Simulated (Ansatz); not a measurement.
**Relaxing In in the bcc type**

First guess:

```yaml
crystal:
  lattice:
    - [-1.74683, 1.74683, 1.74683]
    - [1.74683, -1.74683, 1.74683]
    - [1.74683, 1.74683, -1.74683]
  atoms:
    - { symbol: In, position: [0.00000, 0.00000, 0.00000] }
```

Method: DFT, PBE, PAW with Ansatz's default frozen-core files, scalar-relativistic (Ansatz 0.2.0).

Cell and atoms relax within the symmetry of the start on a 15×15×15 k mesh with 0.05 eV Fermi–Dirac smearing.

The start is built from a prototype, known or not as a phase of this compound; the cutoff is 420 eV.

No spin–orbit coupling, which matters for the heavy atoms here.

Q: What is the pressure of the first guess?

A: 18.10 GPa.

Q: What does it relax to?

A: a = 3.814 Å, b = 3.814 Å, c = 3.814 Å, α = 90.00°, β = 90.00°, γ = 90.00° (conventional cell), 27.75 Å³ per atom:
Space group Im-3m (No. 229). a = 3.814 Å, b = 3.814 Å, c = 3.814 Å, α = 90.00°, β = 90.00°, γ = 90.00°
```json
{"atom": "In", "site": "2a", "symmetry": "m-3m", "x": "0.0000", "y": "0.0000", "z": "0.0000"}
```

Q: How much energy does the relaxation release?

A: 275 meV/atom.
